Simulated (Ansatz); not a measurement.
# InP: equation of state with PBE

**Measured values to compare with.**

From a printed reference work, data compilation, for a bulk crystal of InP: bulk modulus 71 GPa.

Crystal: InP.

```
In P
1.0
     0.00000    2.93050    2.93050
     2.93050    0.00000    2.93050
     2.93050    2.93050    0.00000
In P
1 1
Direct
  0.00000 0.00000 0.00000
  0.75000 0.75000 0.75000
```

| Property | Result |
| --- | --- |
| Program | Ansatz 0.2.0 |
| Task | equation of state |
| Functional | PBE |
| Potentials or basis | PseudoDojo stringent |
| Cutoff | 1116 eV |
| Density cutoff | 4463 eV |
| k mesh | 8 × 8 × 8 |
| Occupations | fermi-dirac, width 0.05 eV |
| Spin | no spin polarisation |

```json
{
  "Equilibrium volume": "26.47 Å³/atom",
  "Bulk modulus": "60 GPa",
  "Pressure derivative of the bulk modulus": "4.6"
}
```

Energy against volume, from the lowest point:
```csv
volume (Å³/atom),energy (meV/atom)
23.657,68.33
24.160,44.20
24.663,25.91
25.167,12.85
25.670,4.49
26.173,0.35
26.677,0.00
```

All runs of the series together: 20 s on 2 threads of AMD EPYC 7B13 (Zen 3), on a shared host.

Measured bulk modulus of InP: 71 GPa (a printed reference work, data compilation). This calculation gives 60 GPa (-16.1 %). The fit is for a static lattice scaled at fixed shape and fixed fractional positions.

PBE usually gives volumes a little too large and moduli too small.
